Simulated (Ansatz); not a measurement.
MgI2/MgI2 (1T bilayer), computed twice by G0W0.

The cell holds 6 atoms: 2 Mg and 4 I. Cell: a = 4.127 Å, b = 4.127 Å, c = 44.900 Å, α = 90.0°, β = 90.0°, γ = 120.0°. It derives from I2Mg1. Regions: layer 1 (MgI2), 3 atoms (1 Mg and 2 I); layer 2 (MgI2), 3 atoms (1 Mg and 2 I). Vacuum lies along c.

```xyz
6
Lattice="4.1273 0.0000 0.0000 -2.0637 3.5744 0.0000 0.0000 0.0000 44.9000" Properties=species:S:1:pos:R:3
Mg    0.0000    0.0000   18.6976
I     0.0000    2.3829   20.3784
I     2.0637    1.1915   17.0155
Mg    0.0000    0.0000   26.2024
I     2.0637    1.1915   27.8845
I     0.0000    2.3829   24.5216
```

The structure was relaxed with PBE-D3(BJ). The runs that relaxed it are not among those shown. Spin-orbit coupling is left out unless a run names it. PAW set soft_2, made with PBE.

The first (Ansatz 0.2.0; start PBE, 3×3×1 mesh, 976 empty bands, screening to 75 eV; 4 threads of Arm Neoverse V1, shared host) gave, on its mesh: starting gap 3.94 eV, G0W0 gap 5.71 eV, mean of 1 + 4πα/V (set by the cell height) 1.93, 13 min.

The second gave: starting gap 3.94 eV, G0W0 gap 5.51 eV, mean of 1 + 4πα/V (set by the cell height) 1.94, 2.2 min.

**Question.** What was changed in the input? Choose among start, files, mesh, bands and cutoff, frequency model or another key.

Changed: empty bands from 976 to 394 and screening cutoff (eV) from 75.0 to 41. The starting gap stayed, which rules out the functional and points to the GW step. Other changes could give like numbers; this is the one that was made.

Limits: not at the basis limit; coarse mesh for a sheet; no spin-orbit coupling.

[Paths, hosts, dates, memory and timing lines, banners, echoed tables and standing remarks are left out of the program output.]

[Logs are printed without paths, hosts, clocks, repeated set-up lines and the standing remarks that a program may print on its own settings, such as how far it seeks lower states.]

[Runs of the session that timed out or met a known fault of the program may be left out.]

[Cells called generated may have been cut or substituted from an entry of the Crystallography Open Database or the Materials Project.]

[Hosts, paths, dates, database ids (printed as entryN), source tags and the programs' standing remarks are cut or masked in the printed files.]
